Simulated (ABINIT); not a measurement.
Input of an ABINIT 10.8.3 (patched build) run:

File run.abi:

```
# Pseudopotentials
pp_dirpath "./"
pseudos "S_ONCV_PBE-1.2.upf, Be_ONCV_PBE-1.2.upf"

# Structure
acell 3*1.0
rprim
     0.0000000000     4.5825858522     4.5825858522
     4.5825858522     0.0000000000     4.5825858522
     4.5825858522     4.5825858522     0.0000000000
ntypat 2
znucl 16 4
natom 2
typat 1 2
xred
     0.7500000000     0.7500000000     0.7500000000
     0.0000000000     0.0000000000     0.0000000000

# Plane-wave basis
ecut 598.650497 eV

# k points
kptopt 1
ngkpt 6 6 6
nshiftk 1
shiftk 0.0 0.0 0.0

# Exchange and correlation
ixc 41

# Bands and occupations
nband 7
occopt 1

# SCF cycle
nstep 60
diemac 6.0
toldfe 1.0e-7

# Output
iomode 3
prtwf 0
prtden 0
prteig 0
prtebands 0
```

Potentials or basis: SG15 NC PBE v1.2.

The run is started by

```sh
$ mpirun --bind-to none -np 8 abinit run.abi > log 2>&1
```

(1) Estimate the band gap on the k mesh.

(2) Predict the pressure.

Answers

(1) 4.82 eV, indirect (least direct gap 7.68 eV).

(2) -0.2 GPa.

Caveat: the potentials were made for another functional, which shifts forces and pressure.
